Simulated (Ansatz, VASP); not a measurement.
## HfB2 in VASP and in Ansatz

The input INCAR:

```
SYSTEM = HfB2
ALGO = Fast
EDIFF = 1E-7
ENCUT = 520
ISIF = 2
ISMEAR = -1
LASPH = .True.
LCHARG = .False.
LDAU = .True.
LDAUJ = 0 0
LDAUL = 2 -1
LDAUPRINT = 1
LDAUTYPE = 2
LDAUU = 5 0
LMAXMIX = 4
LREAL = .False.
LWAVE = .False.
NBANDS = 15
NELM = 100
PREC = Accurate
SIGMA = 0.05
```

Contents of KPOINTS:

```
k-points
0
Gamma
  10 10 8
  0 0 0
```

POSCAR

```
HfB2
1.0
    3.1400000000      0.0000000000      0.0000000000
   -1.5700000000      2.7193197679      0.0000000000
    0.0000000000      0.0000000000      3.4800000000
Hf B
1 2
Direct
    0.0000000000      0.0000000000      0.0000000000
    0.6666666667      0.3333333333      0.5000000000
    0.3333333333      0.6666666667      0.5000000000
```

input.yaml

```yaml
crystal:
  lattice:
    - [3.14, 0.0, 0.0]
    - [-1.57, 2.7193197679, 0.0]
    - [0.0, 0.0, 3.48]
  atoms:
    - { symbol: Hf, position: [0.0, 0.0, 0.0] }
    - { symbol: B, position: [0.6666666667, 0.3333333333, 0.5] }
    - { symbol: B, position: [0.3333333333, 0.6666666667, 0.5] }
hamiltonian:
  xc: lda
  pseudopotentials: { kind: paw }
  hubbard: { sites: [{ species: Hf, l: d, u_eff: 5.0 }] }
kpoints:
  mp_grid: { grid: [10, 10, 8] }
scf:
  occupations: { method: fermi_dirac, width: 0.05 }
output:
  forces: true
  stress: true
  eigenvalues: true
```

Alike in both runs: task single point; functional LDA; k mesh 10 × 10 × 8; occupations fermi-dirac, width 0.05 eV; no spin polarisation; Hubbard terms Hf d U = 5 eV.

|  | VASP | Ansatz |
| --- | --- | --- |
| version | VASP 6.6.1 | Ansatz 0.2.0 |
| potentials or method | VASP PAW LDA potentials, release 64 (Hf_pv, B) | Ansatz PAW |
| plane-wave cutoff (eV) | 520 | 420 |
| valence electrons in the cell | 16 | 32 |

VASP gave:

| Property | Result |
| --- | --- |
| gap on the k mesh at the Fermi level (eV) | none |
| pressure (GPa) | 4.8 |
| largest component of the traceless stress (GPa) | 3.40 |

Problem. Estimate Ansatz's values.

Solution. gap on the k mesh at the Fermi level (eV): none; pressure (GPa): -5.1; largest component of the traceless stress (GPa): 3.01.

The programs project onto different local orbitals, so the same U acts differently. A gap of «none» marks a metal or a gap that the smearing closes. The two sets of potentials don't hold the same shells in valence.

Caveats: U without spin polarisation on a metal has little footing; the U is typed as a test and isn't derived for this compound; the PAW data sets come from PBE, with cores solved anew for the run's functional, which leaves a small shift of forces and pressure (Ansatz). The runs have no spin-orbit coupling, so splittings on Hf are missing.
